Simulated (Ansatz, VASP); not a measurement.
Mg: VASP beside Ansatz

The input INCAR:

```
PREC = Accurate ; ENCUT = 630
EDIFF = 1E-6 ; ISMEAR = -1
SIGMA = 0.05 ; LREAL = False
LASPH = True ; NELM = 100
ALGO = Normal ; ISIF = 3
LWAVE = False ; LCHARG = False
GGA = PE ; IBRION = 2
NSW = 60 ; EDIFFG = -0.01
```

Contents of KPOINTS:

```
Automatic mesh
0
Gamma
  10 10 5
```

The input POSCAR:

```
Mg
1.0
    3.2093000000      0.0000000000      0.0000000000
   -1.6046500000      2.7793353284      0.0000000000
    0.0000000000      0.0000000000      5.2103000000
Mg
2
Direct
    0.6666666667      0.3333333333      0.7500000000
    0.3333333333      0.6666666667      0.2500000000
```

File input.yaml:

```yaml
crystal:
  lattice:
    - [3.2093, 0.0, 0.0]
    - [-1.60465, 2.7793353284, 0.0]
    - [0.0, 0.0, 5.2103]
  atoms:
    - { symbol: Mg, position: [0.6666666667, 0.3333333333, 0.75] }
    - { symbol: Mg, position: [0.3333333333, 0.6666666667, 0.25] }
hamiltonian:
  xc: pbe
  pseudopotentials: { kind: paw }
kpoints:
  mp_grid: { grid: [10, 10, 5] }
scf:
  occupations: { method: fermi_dirac, width: 0.05 }
output:
  forces: true
  stress: true
relax:
  f_tol: 0.01
  max_steps: 40
  cell: { stress_tol: 0.05 }
```

Alike in both runs: task relaxation of cell and atoms; functional PBE; k mesh 10 × 10 × 5; occupations fermi-dirac, width 0.05 eV; no spin polarisation.

|  | VASP | Ansatz |
| --- | --- | --- |
| version | VASP 6.6.1 | Ansatz 0.2.0 |
| potentials or method | VASP PAW PBE potentials, release 64 (Mg_GW) | Ansatz PAW |
| plane-wave cutoff (eV) | 630 | 420 |
| valence electrons in the cell | 4 | 20 |

|  | VASP | Ansatz | Ansatz less VASP |
| --- | --- | --- | --- |
| relaxed volume (Å³/atom) | 22.93 | 23.02 | +0.096 |
| relaxed cell length with the largest relative difference (Å) | 5.289 | 5.298 | +0.0083 |
| energy change over the relaxation (meV/atom) | -3 | -3 | +0.2 |

The two sets of potentials don't hold the same shells in valence.

Caveats: the plane-wave basis is chosen anew once the cell has moved, so the energies of steps on either side of that aren't comparable (Ansatz).
